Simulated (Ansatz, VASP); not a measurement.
# Ge in VASP and in Ansatz

INCAR

```
SYSTEM = Ge
PREC = Accurate ; ENCUT = 520
EDIFF = 1E-7 ; ISMEAR = -1
SIGMA = 0.05 ; LREAL = .FALSE.
LASPH = .TRUE. ; NELM = 150
ALGO = Normal ; ISIF = 2
LWAVE = .FALSE. ; LCHARG = .FALSE.
ISPIN = 2 ; MAGMOM = 0.5 -0.5
LORBIT = 11 ; GGA = RP
NBANDS = 25
```

File KPOINTS:

```
regular mesh
0
G
  8 8 8
  0 0 0
```

File POSCAR:

```
Ge
1.0
    0.0000000000      2.8661367691      2.8661367691
    2.8661367691      0.0000000000      2.8661367691
    2.8661367691      2.8661367691      0.0000000000
Ge
2
Direct
    0.7500000000      0.7500000000      0.7500000000
    0.5000000000      0.5000000000      0.5000000000
```

input.yaml

```yaml
crystal:
  lattice:
    - [0.0, 2.8661367691, 2.8661367691]
    - [2.8661367691, 0.0, 2.8661367691]
    - [2.8661367691, 2.8661367691, 0.0]
  atoms:
    - { symbol: Ge, position: [0.75, 0.75, 0.75], spin: 0.5 }
    - { symbol: Ge, position: [0.5, 0.5, 0.5], spin: -0.5 }
kpoints:
  mp_grid: { grid: [8, 8, 8] }
scf:
  occupations: { method: fermi_dirac, width: 0.05 }
hamiltonian:
  xc: rpbe
  pseudopotentials: { kind: all_electron, lapw: { basis_error: 0.002 } }
magnetization:
  spin_polarized: true
output:
  forces: true
  stress: true
  eigenvalues: true
```

Change from the starting cell: volume scaled by 1.04.

Alike in both runs: task single point; functional RPBE; k mesh 8 × 8 × 8; occupations fermi-dirac, width 0.05 eV; collinear spin.

```csv
,VASP,Ansatz
version,VASP 6.6.1,Ansatz 0.2.0
potentials or method,"VASP PAW PBE potentials, release 64 (Ge_d)","all-electron LAPW, scalar-relativistic"
plane-wave cutoff (eV),520,see its input
```

Ansatz gave:

```
gap on the k mesh at the Fermi level (eV) : none
pressure (GPa)                            : 2.6
net moment per atom (μB)                  : 0.00
```

Task: Which values does VASP return?

Result: gap on the k mesh at the Fermi level (eV): none; pressure (GPa): 2.5; net moment per atom (μB): 0.00.

A gap of «none» marks a metal or a gap that the smearing closes. Ansatz ran all-electron here, so the differences hold the error of VASP's frozen core and of both bases.

Caveats: the PAW data sets were made with another functional, which shifts forces and pressure a little (VASP); the starting moments weren't kept (Ansatz).
